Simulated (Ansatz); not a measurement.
Space group F-43m (No. 216). a = 6.617 Å, b = 6.617 Å, c = 6.617 Å, α = 90.00°, β = 90.00°, γ = 90.00°
```csv
atom,site,symmetry,x,y,z
Cd,4a,-43m,0.0000,0.0000,0.0000
Te,4d,-43m,0.2500,0.2500,0.7500
```

Equation of state of this CdTe structure (not necessarily the ground state), with shape and atoms relaxed at each volume where symmetry leaves them free. These are results of Ansatz, DFT PBE, scalar-relativistic, plane waves, PAW, not measurements.

Settings: cutoff 420 eV, Γ-centred mesh 10×10×10 on the computed 2-atom cell, Gaussian smearing of 0.02 eV; no spin polarisation.

```
V (Å³/atom) E − E(largest V) (meV/atom) P (GPa) gap on mesh (eV)
     34.048                         3.73     2.54              0.77
     35.135                        -8.70     1.17              0.68
     36.222                       -12.60     0.01              0.59
     37.308                        -9.32    -0.96              0.50
     38.395                         0.00    -1.77              0.42
```

Q: Fit a third-order Birch–Murnaghan equation to E(V).

A: V0 = 36.24 Å³/atom, B0 = 35 GPa, B0' = 4.8.

Spin-orbit coupling is left out, which matters for the bands of heavy elements.